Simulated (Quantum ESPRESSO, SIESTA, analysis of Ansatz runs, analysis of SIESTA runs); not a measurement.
**Mg_Ga in GaN (P6_3mc): how far do the levels depend on the k-points? (SIESTA)**

Question: at which Fermi levels does Mg_Ga in GaN (P6_3mc) change its charge, and how much of the answer depends on the k-points? The model is a cell of 72 host atoms with 1 Ga taken out and 1 Mg put in.

Program: SIESTA 5.4.2. Level of theory: SIESTA numerical-orbital DFT, PBEsol, DZP basis, PseudoDojo 0.4.1 potentials converted to PSML; charged supercells in a uniform background, point-charge correction with alignment at far sites. Results are calculated unless marked as measured.

The experiments to compare with:

For GaN, wurtzite (quoted literature value, sample not specified), “Momentum selectivity and anisotropy effects in the nitrogen K-edge resonant inelastic X-ray scattering from GaN” (2004, arxiv:cond-mat/0412304) quotes earlier work: band gap (experimental optical band gap (direct, Gamma)) 3.4 eV [Rounded literature optical gap quoted in passing for comparison with the calculation …].

Report form: the programs' logs are mostly left out.

## (1) Starting point

The cell holds 72 atoms: 35 Ga, 36 N and 1 Mg. Cell: a = 9.608 Å, b = 9.608 Å, c = 10.426 Å, α = 90.0°, β = 90.0°, γ = 120.0°. It derives from GaN (space group P6_3mc). Nearest the centre at fractional (0.444, 0.556, 0.499): Mg34 at 0.00 Å, N35 at 1.96 Å, N43 at 1.96 Å, N11 at 1.96 Å, N40 at 1.97 Å, Ga33 at 3.20 Å, Ga37 at 3.20 Å, Ga41 at 3.20 Å.

Screening for the image-charge correction: ε∞ = (5.90, 5.90, 6.09), ε0 = (10.22, 10.22, 11.31), from a response run on this crystal (DFPT, PBEsol, Quantum ESPRESSO) at that run's own cell.

The cell's shortest repeat is 9.6 Å.

The primitive cell was relaxed at this level beforehand, to 46.30 Å³.

The defect-free supercell was relaxed beforehand, from displaced atoms: they ended at most 0.01 Å from the sites they started about, so the symmetric structure holds.

## (2) Band edges

Levels are counted from the valence top, which comes from the unit cell, dense mesh; the energy of the host comes from the defect-free supercell at the defects' own k-points, so that the host's part of the sampling error cancels.

File host.fdf:

```
SystemName                      GaN
SystemLabel                     host
NumberOfSpecies                 2
NumberOfAtoms                   4
%block ChemicalSpeciesLabel
  1   31 Ga
  2    7 N
%endblock ChemicalSpeciesLabel
LatticeConstant                 1.0 Ang
%block LatticeVectors
     3.202819000    -0.000573000     0.000000000
    -1.601906000     2.773436000     0.000000000
     0.000000000     0.000000000     5.213207000
%endblock LatticeVectors
AtomicCoordinatesFormat         Fractional
%block AtomicCoordinatesAndAtomicSpecies
     0.666630562     0.333369142     0.498961580  1
     0.333369438     0.666630858     0.998961484  1
     0.666630874     0.333369142     0.875909972  2
     0.333369126     0.666630858     0.375910068  2
%endblock AtomicCoordinatesAndAtomicSpecies
%block kgrid.MonkhorstPack
   12   0   0  0.00
    0  12   0  0.00
    0   0   6  0.00
%endblock kgrid.MonkhorstPack
XC.Functional                   GGA
XC.Authors                      PBEsol
PAO.BasisSize                   DZP
PAO.EnergyShift                 0.005 Ry
Mesh.Cutoff                     300 Ry
OccupationFunction              FD
ElectronicTemperature           0.01 eV
MaxSCFIterations                150
SCF.MustConverge                true
SCF.Mixer.Method                Pulay
SCF.Mixer.Weight                0.2
SCF.Mixer.History               10
SCF.DM.Tolerance                1.0e-4
SCF.H.Tolerance                 1.0e-3 eV
WriteForces                     true
Charge.Mulliken                 end
```

Command:

```sh
$ OMP_NUM_THREADS=1 siesta host.fdf > host.out
```

The job ended after 63 s (1 MPI rank of Arm Neoverse V1, shared host; peak memory 0.25 GiB).

The gap at this level is 1.79 eV.

Test of the sampling: at one point at (¼, ¼, ¼) the host's energy lies 25 meV an atom below its value on the primitive cell's dense mesh, a warning that formation energies at this sampling may be off by tenths of an eV.

## (3) Relaxing each charge state

Each state starts from the atoms near the defect displaced at random, so that no symmetry of the ideal site is imposed. An odd electron count needs spin polarisation, and the total moment is held fixed to keep the state apart from its neighbours in spin. Charge 0 is shown in full.

File defect.fdf:

```
SystemName                      MgGa35N36
SystemLabel                     defect
NumberOfSpecies                 3
NumberOfAtoms                   72
%block ChemicalSpeciesLabel
  1   31 Ga
  2    7 N
  3   12 Mg
%endblock ChemicalSpeciesLabel
LatticeConstant                 1.0 Ang
%block LatticeVectors
     9.608457000    -0.001719000     0.000000000
    -4.805718000     8.320308000     0.000000000
     0.000000000     0.000000000    10.426414000
%endblock LatticeVectors
AtomicCoordinatesFormat         Fractional
%block AtomicCoordinatesAndAtomicSpecies
     0.222210187     0.111123047     0.249480790  1
     0.106761045     0.223591417     0.499793509  1
     0.221081231     0.112296253     0.442384408  2
     0.111123042     0.222210286     0.187955034  2
     0.222210187     0.111123047     0.749480790  1
     0.111123146     0.222210286     0.999480742  1
     0.222210291     0.111123047     0.937954986  2
     0.106026368     0.220317429     0.685486852  2
     0.227504359     0.448153671     0.251534629  1
     0.110094503     0.556199201     0.504080773  1
     0.227457965     0.444566597     0.438257152  2
     0.111123042     0.555543619     0.187955034  2
     0.222053169     0.444457497     0.754274103  1
     0.111123146     0.555543619     0.999480742  1
     0.222210291     0.444456381     0.937954986  2
     0.111556274     0.552324958     0.684369716  2
     0.222210187     0.777789714     0.249480790  1
     0.111123146     0.888876953     0.499480742  1
     0.223238395     0.776072517     0.442208783  2
     0.111123042     0.888876953     0.187955034  2
     0.222210187     0.777789714     0.749480790  1
     0.111123146     0.888876953     0.999480742  1
     0.222210291     0.777789714     0.937954986  2
     0.111123042     0.888876953     0.687955034  2
     0.555543521     0.111123047     0.249480790  1
     0.442073944     0.219525053     0.503662758  1
     0.555543625     0.111123047     0.437954986  2
     0.444456375     0.222210286     0.187955034  2
     0.555543521     0.111123047     0.749480790  1
     0.444456479     0.222210286     0.999480742  1
     0.555543625     0.111123047     0.937954986  2
     0.448167034     0.221223374     0.690668784  2
     0.549631921     0.441517676     0.248616683  1
     0.444782567     0.550777895     0.500996554  3
     0.550327628     0.444156430     0.439024907  2
     0.440182773     0.555264821     0.190858984  2
     0.550842831     0.445136768     0.748422282  1
     0.444456479     0.555543619     0.999480742  1
     0.555543625     0.444456381     0.937954986  2
     0.446528169     0.561205404     0.686507236  2
     0.556868571     0.781605584     0.245815184  1
     0.439916671     0.885804956     0.496426128  1
     0.555938084     0.773769349     0.435163860  2
     0.444456375     0.888876953     0.187955034  2
     0.551348657     0.772001876     0.749966064  1
     0.444456479     0.888876953     0.999480742  1
     0.555543625     0.777789714     0.937954986  2
     0.442248152     0.891590926     0.685215019  2
     0.888876854     0.111123047     0.249480790  1
     0.777789813     0.222210286     0.499480742  1
     0.888876958     0.111123047     0.437954986  2
     0.777789709     0.222210286     0.187955034  2
     0.888876854     0.111123047     0.749480790  1
     0.777789813     0.222210286     0.999480742  1
     0.888876958     0.111123047     0.937954986  2
     0.777789709     0.222210286     0.687955034  2
     0.888876854     0.444456381     0.249480790  1
     0.772462573     0.555141338     0.500241827  1
     0.888876958     0.444456381     0.437954986  2
     0.777789709     0.555543619     0.187955034  2
     0.888876854     0.444456381     0.749480790  1
     0.777789813     0.555543619     0.999480742  1
     0.888876958     0.444456381     0.937954986  2
     0.774563901     0.550366453     0.685590938  2
     0.888876854     0.777789714     0.249480790  1
     0.782908871     0.889135709     0.498134932  1
     0.883876661     0.772413044     0.438197172  2
     0.777789709     0.888876953     0.187955034  2
     0.888876854     0.777789714     0.749480790  1
     0.777789813     0.888876953     0.999480742  1
     0.888876958     0.777789714     0.937954986  2
     0.783289180     0.891936984     0.689868223  2
%endblock AtomicCoordinatesAndAtomicSpecies
%block kgrid.MonkhorstPack
    1   0   0  0.25
    0   1   0  0.25
    0   0   1  0.25
%endblock kgrid.MonkhorstPack
XC.Functional                   GGA
XC.Authors                      PBEsol
PAO.BasisSize                   DZP
PAO.EnergyShift                 0.005 Ry
Mesh.Cutoff                     300 Ry
Spin                            polarized
%block DM.InitSpin
    11   0.200
    34   0.200
    35   0.200
    40   0.200
    43   0.200
%endblock DM.InitSpin
Spin.Fix                        true
Spin.Total                      1.0
OccupationFunction              FD
ElectronicTemperature           0.01 eV
MaxSCFIterations                150
SCF.MustConverge                true
SCF.Mixer.Method                Pulay
SCF.Mixer.Weight                0.1
SCF.Mixer.History               10
SCF.DM.Tolerance                3.0e-4
SCF.H.Tolerance                 3.0e-3 eV
WriteForces                     true
Charge.Mulliken                 end
SaveRho                         true
SaveElectrostaticPotential      true
Charge.Hirshfeld                end
Charge.Voronoi                  end
MD.TypeOfRun                    Broyden
MD.Steps                        90
MD.MaxForceTol                  0.04 eV/Ang
MD.MaxDispl                     0.15 Ang
WriteCoorStep                   true
AtomCoorFormatOut               Fractional
```

Command:

```sh
$ OMP_NUM_THREADS=1 siesta defect.fdf > defect.out
```

It took 2.2 h on 1 MPI rank; peak memory 2.4 GiB.

The steps and moves of this run count from the displaced start.

Step by step:

| step | energy less that of the first step (eV) | largest force (eV/Å) |
| --- | --- | --- |
| 0 | 0.0000 | 3.2073 |
| 1 | -0.8574 | 1.3299 |
| 2 | -1.0941 | 0.4626 |
| 3 | -1.1394 | 0.2362 |
| 4 | -1.1609 | 0.1095 |
| 5 | -1.1688 | 0.0548 |
| 6 | -1.1719 | 0.0411 |

The atoms that moved most (Å):

| atom | dx | dy | dz | length |
| --- | --- | --- | --- | --- |
| N35 | 0.124 | -0.059 | -0.046 | 0.145 |
| N11 | -0.128 | -0.043 | -0.032 | 0.138 |
| N43 | -0.021 | 0.116 | -0.008 | 0.119 |
| N40 | 0.005 | -0.048 | 0.094 | 0.105 |
| Ga66 | -0.061 | 0.002 | 0.011 | 0.062 |
| Ga9 | -0.042 | -0.038 | -0.012 | 0.058 |
| Mg34 | -0.034 | 0.042 | -0.013 | 0.056 |
| N16 | -0.023 | 0.023 | 0.043 | 0.054 |

Neighbours of Mg34 at the end:

| atom | distance (Å) |
| --- | --- |
| N40 | 2.041 |
| N11 | 2.045 |
| N43 | 2.047 |
| N35 | 2.068 |
| Ga42 | 3.188 |
| Ga45 | 3.192 |
| Ga9 | 3.194 |
| Ga13 | 3.195 |
| Ga10 | 3.198 |
| Ga58 | 3.199 |
| Ga2 | 3.201 |
| Ga66 | 3.201 |
| Ga37 | 3.202 |
| Ga41 | 3.205 |
| Ga33 | 3.211 |
| Ga26 | 3.213 |

Energies on the run's own zero. States near gap, by row:

| spin | k | band | energy (eV) | filled by count |
| --- | --- | --- | --- | --- |
| up | 0 | 319 | -7.038 | 1 |
| up | 0 | 320 | -6.972 | 1 |
| up | 0 | 321 | -6.924 | 1 |
| up | 0 | 322 | -6.743 | 1 |
| up | 0 | 323 | -6.728 | 1 |
| up | 0 | 324 | -3.099 | 0 |
| up | 0 | 325 | -2.38 | 0 |
| up | 0 | 326 | -2.315 | 0 |
| up | 0 | 327 | -2.066 | 0 |
| down | 0 | 318 | -7.057 | 1 |
| down | 0 | 319 | -6.996 | 1 |
| down | 0 | 320 | -6.905 | 1 |
| down | 0 | 321 | -6.876 | 1 |
| down | 0 | 322 | -6.694 | 1 |
| down | 0 | 323 | -6.616 | 0 |
| down | 0 | 324 | -3.08 | 0 |
| down | 0 | 325 | -2.355 | 0 |
| down | 0 | 326 | -2.29 | 0 |

Spin density in the ac plane at fractional y = 0.556, through the centre, with atoms of Ga and N and Mg within 0.45 Å of it.

Ten even steps from '0' (-0.13 × 1e-2 e/Å³) to '9' (4.36 × 1e-2 e/Å³), each cell a mean:
```
000000000000000000000000000
000000000000000000000000000
000000000000000000000000000
000000000000000000000000000
000000000000000000000000000
000000000001110000000000000
012231000025441000012121000
024341000025451000013241000
000010000001110000000010000
000000000000000000000000000
000000000000000000000000000
000000000001000100001000000
000000000000001220000000000
000000000000001320000000100
000000000000000110000000000
000000000000000000000000000
000000000000000000000000000
000000000000000000000000000
022341000135452000024231000
136572000149793000137472000
011110000012121000011121000
000000000000000000000000000
000000000000000000000000000
000000000000000000000000000
```
Columns run along a (9.6 Å), rows up along c (10.4 Å). Atoms in or near the plane, at fractional coordinates: Ga at (0.11, 0.50), N at (0.11, 0.19), Ga at (0.11, 0.00), N at (0.11, 0.69), Mg at (0.44, 0.50), N at (0.44, 0.19), Ga at (0.44, 0.00), N at (0.44, 0.70), Ga at (0.78, 0.50), N at (0.78, 0.19), Ga at (0.78, 0.00), N at (0.78, 0.69).

Valence density in the ac plane at fractional y = 0.556, through the centre, with atoms of Ga and N and Mg within 0.45 Å of it. It is the smooth field of the valence electrons, not physical close to the nuclei.

Values in e/Å³, 13 rows by 16 columns, each cell a mean:
```
 1  5  4  0  0  0  3  6  1  0  0  2  6  3  0  0
 0  0  0  0  0  0  0  0  0  0  0  0  0  0  0  0
 0  0  0  0  0  0  0  0  0  0  0  0  0  0  0  0
 1  2  2  1  0  0  2  2  1  0  0  1  2  1  0  0
 0  2  2  0  0  0  1  2  1  0  0  1  2  1  0  0
 0  3  2  0  0  0  1  2  0  0  0  1  4  1  0  0
 1  8  7  1  0  0  6 14  1  0  0  3  8  5  0  0
 0  1  1  0  0  0  0  0  0  0  0  0  1  0  0  0
 0  0  0  0  0  0  0  0  0  0  0  0  0  0  0  0
 0  1  1  0  0  0  1  1  0  0  0  1  1  1  0  0
 1  3  3  1  0  0  2  3  1  0  0  1  3  2  0  0
 0  1  1  0  0  0  1  1  0  0  0  0  1  1  0  0
 1  6  6  0  0  0  5  6  2  0  0  3  6  4  0  0
```
Columns run along a (9.6 Å), rows up along c (10.4 Å). Atoms in or near the plane, at fractional coordinates: Ga at (0.11, 0.50), N at (0.11, 0.19), Ga at (0.11, 0.00), N at (0.11, 0.69), Mg at (0.44, 0.50), N at (0.44, 0.19), Ga at (0.44, 0.00), N at (0.44, 0.70), Ga at (0.78, 0.50), N at (0.78, 0.19), Ga at (0.78, 0.00), N at (0.78, 0.69).

The states that were run, at one point at (¼, ¼, ¼), on 1 MPI rank of Arm Neoverse V1, shared host:

| charge | moment (μB) | outcome | structures computed | largest displacement of a host atom from its site (Å) | lowest empty less highest filled level (eV) | time |
| --- | --- | --- | --- | --- | --- | --- |
| −1 | 0 | converged | 8 | 0.08 | 3.48 | 71 min |
| 0 | 1 | converged | 7 | 0.10 | 0.08 | 2.2 h |

Against the host's sites the lattice moves most at charge 0 (0.10 Å); the smallest move among the states is 0.08 Å.

## (4) Corrections and levels

A charged cell interacts with its images and the background. The point-charge term, screened by the static dielectric constant, takes that out, and the potential far from the defect is aligned with the host's. Chemical potentials: Ga (alpha-Ga (Cmce)), Mg (hcp) and N (N2 molecule), run alike.

By state, in eV; the first energy still holds the atoms taken out or put in:

| charge | moment (μB) | energy over the host, electrons at the valence top | point-charge term | potential shift at far sites | its spread | correction |
| --- | --- | --- | --- | --- | --- | --- |
| −1 | 0 | 465.231 | 0.206 | 0.000 | 0.017 | 0.207 |
| 0 | 1 | 465.445 | 0.000 | - | - | 0.000 |

Potentials at atomic sites for charge −1, some of the atoms; distances and the model charge refer to the site on which the defect was built:

| atom | distance from that site (Å) | potential less the host's (eV) | point-charge model (eV) |
| --- | --- | --- | --- |
| N35 | 2.034 | 0.445 | 0.265 |
| Ga45 | 3.192 | 0.051 | 0.050 |
| Ga26 | 3.200 | 0.081 | 0.050 |
| N19 | 3.758 | 0.031 | 0.002 |
| Ga65 | 4.519 | -0.079 | -0.049 |
| N12 | 4.571 | -0.039 | -0.054 |
| N47 | 4.950 | -0.040 | -0.059 |
| Ga53 | 5.538 | -0.084 | -0.066 |
| N23 | 5.881 | -0.091 | -0.092 |
| Ga14 | 6.119 | -0.104 | -0.088 |
| Ga54 | 7.609 | -0.130 | -0.106 |

Over the charge states the far sites scatter by a standard deviation of up to 0.02 eV about the model once its mean shift is taken off, which is the uncertainty of the alignment.

Limit set by the element alone; other compounds of these elements are not counted. Chemical potentials from the elements' reference states: Ga 0.00 eV, N -1.62 eV, Mg 0.00 eV. Formation energies (Ga-rich), with the Fermi level at the valence top and at the conduction bottom (gap 1.79 eV):

| charge | at valence top (eV) | at conduction bottom (eV) | correction included (eV) |
| --- | --- | --- | --- |
| 0 | 1.52 | 1.52 | 0.00 |
| −1 | 1.51 | -0.28 | 0.21 |

Fermi level (eV), lowest formation energy (eV) and a bar from the least value:
```
     0.00       1.51 ##############################
     0.16       1.35 ###########################
     0.33       1.19 #########################
     0.49       1.03 ######################
     0.65       0.86 ###################
     0.81       0.70 ################
     0.98       0.54 ##############
     1.14       0.37 ###########
     1.30       0.21 ########
     1.47       0.05 #####
     1.63      -0.12 ###
     1.79      -0.28
```

(Continued in part 2 of 2.)

[Logs are printed without paths, hosts, clocks, repeated set-up lines and the standing remarks that a program may print on its own settings, such as how far it seeks lower states.]

[Hosts, paths, dates, database ids (printed as entryN), source tags and the programs' standing remarks are cut or masked in the printed files.]

[For some hosts the program warned that the k-mesh of the response run may be too coarse for force constants and the static dielectric constant; such warnings are not shown here.]

[Charge tables in the logs are Mulliken or Hirshfeld populations, whose sizes and signs can differ; where basis functions stand at a vacancy, SIESTA counts their charge against the missing atom's valence.]

[In relaxation paths of CP2K, step 0 can be the structure after the first move, since the trajectory file begins there, and the last row can be the final structure solved once more.]
